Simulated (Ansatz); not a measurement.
MgO: elastic constants from stress and strain

```
CELL_PARAMETERS angstrom
0.00000 2.13515 2.13515
2.13515 0.00000 2.13515
2.13515 2.13515 0.00000
ATOMIC_POSITIONS crystal
Mg 0.00000 0.00000 0.00000
O 0.50000 0.50000 0.50000
```

Atoms are numbered in the order listed.

The structure is an experimental refinement, used without relaxation. It was measured hot, at 1305 K.

Method: Ansatz 0.2.0, DFT, PBE, all-electron LAPW, scalar-relativistic.

Sampling and basis: a Γ-centred 11×11×11 k mesh, Fermi–Dirac smearing of 0.01 eV, basis error target 1 meV/atom, no spin polarisation.

The unstrained cell is at -1.63 GPa. Large strains and very small stresses are left out. Each strain is applied once, with fractional coordinates held (clamped ions), and σ below is the change of stress, positive in tension. One finite strain gives stress–strain coefficients at this pressure with an error of the order of the strain times third-order constants, a few per cent for each per cent of strain.

(1) With z strained by +3 % at fixed volume, the run gives σzz − σxx = 6.83 GPa and εzz − εxx = 0.0447. Which stiffness follows?

(2) Estimate the stiffness probed by this change, and the stress that it gives: xy engineering shear strain of -4 %.

(3) Scaling the volume by 0.9800 and 1.0200 gives 1.37 GPa and -4.33 GPa. Combine this with the best C11 − C12 to estimate C11 and C12.

## Answers

(1) C11 − C12 = (σzz − σxx)/(εzz − εxx) = 153 GPa.

(2) σxy = -5.59 GPa and γxy = 2εxy = -0.0400, so C44 (clamped ions) = σxy/γxy = 140 GPa.

(3) B = −ΔP/Δln V = 142.5 GPa = (C11 + 2 C12)/3; with C11 − C12 = 153.0 GPa, C11 = B + (2/3)(C11 − C12) = 244 GPa and C12 = B − (C11 − C12)/3 = 91 GPa.
